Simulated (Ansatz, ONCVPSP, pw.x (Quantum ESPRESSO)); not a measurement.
# Cs (Z = 55): one change to the ONCV potential, in the atom and in the fcc crystal

* Element: Cs
* Generator: ONCVPSP 4.0.1
* Type: optimised norm-conserving Vanderbilt (ONCV)
* Functional: PBE
* Relativity: scalar-relativistic
* Frozen core: [Xe]
* Valence charge: 1
* Reference configuration: 6s1
* Partial waves: 6s: rc 4.00 bohr, ncon 4, nbas 8, qcut 1.3 1/bohr, 2 projectors, debl 1 Ha; p scattering state at 0.11 Ha: rc 4.20 bohr, ncon 4, nbas 7, qcut 2.1 1/bohr, 2 projectors, debl 1.3 Ha; d scattering state at 0.39 Ha: rc 4.10 bohr, ncon 3, nbas 7, qcut 2.5 1/bohr, 2 projectors, debl 3.7 Ha
* Local potential: polynomial inside 2.65 bohr (lpopt 5, dvloc0 0 Ha)
* Core correction: Teter function, fcfact 2.75, rcfact 1.35

In the d channel the program set the typed energies aside and used 0.050, 3.750 Ha.

Change: local potential polynomial inside 1.92 bohr (lpopt 5, dvloc0 0 Ha).

Cutoffs, loose and tight: the cutoffs (Ha) at which the residual kinetic energy of the hardest occupied pseudo-wave falls to 1 and 0.1 mHa per electron. They do not see the model core or the augmentation charge, which bear on the density cutoff. Test errors are all-electron minus pseudo excitation energies from the reference, over the configurations 6s0.5; 6s0 6p1; variants that change the core or the reference have their own tests.

Crystal test: fcc Cs in pw.x 7.5, no spin, 8³ k-points, Fermi–Dirac smearing 0.01 Ry, cutoffs set for each file from its atomic test. The reference is all-electron LAPW (Ansatz 0.2.0) with the same functional, mesh and smearing; V0 and B0 come from Birch–Murnaghan fits to the pressures at five volumes. Errors are pseudo minus all-electron; Δ is the rms difference of the E(V) curves that follow from these fits, minima aligned, over ±6 % about the mean V0. Mesh and smearing are coarse, so the numbers serve the comparison and aren't converged zero-temperature values; the lattice is a test structure that the element need not adopt.

All-electron: a0 = 7.776 Å (V0 = 117.54 Å³/atom), B0 = 1.9 GPa.

Question: Does the change bring the crystal closer to the all-electron result?

Answer: The mean pressure error goes from +0.15 to -0.05 GPa, so the change moves the solid closer to the all-electron pressures. Neither pressure curve crosses zero within the volumes sampled, so no fits are given.

| quantity | base | changed |
| --- | --- | --- |
| outcome (atom) | generated, projector energies reset by the program | generated, projector energies reset by the program |
| cutoff, loose (atom) | 0.9 Ha | 0.9 Ha |
| cutoff, tight (atom) | 3.0 Ha | 3.0 Ha |
| bound ghosts (atom) | none | s |
| largest test error (meV) (atom) | 2 of 2 tests not solved or not reliable | 1 of 2 tests not solved or not reliable |
| cutoffs in pw.x (Ry) | 50/200 | 50/200 |
| mean pressure error (GPa) | +0.15 | -0.05 |

Base: This is a poor potential for the solid. The generator flags a localised state at positive energy (s at 1 eV, p at 30 eV). Atomic configuration tests: 2 of 2 tests not solved or not reliable. The cutoffs count occupied waves only; projector 2 of the d channel, the hardest unoccupied one, needs 15 Ha at the loose tolerance. Changed file: This is a poor potential for the solid. The generator flags a localised state at positive energy (p at 4 eV, s at 37 eV). The pseudo pressure rises with volume over part of the range, a mechanical instability. Note: ghosts flagged at negative energy: s at -36.0 eV; GHOST(+) flagged for p at 4.4 eV, s at 37.0 eV, d at 96.1 eV. A true bound ghost makes a file unfit for plane-wave use. Atomic configuration tests: 1 of 2 tests not solved or not reliable. The cutoffs count occupied waves only; projector 2 of the d channel, the hardest unoccupied one, needs 15 Ha at the loose tolerance.
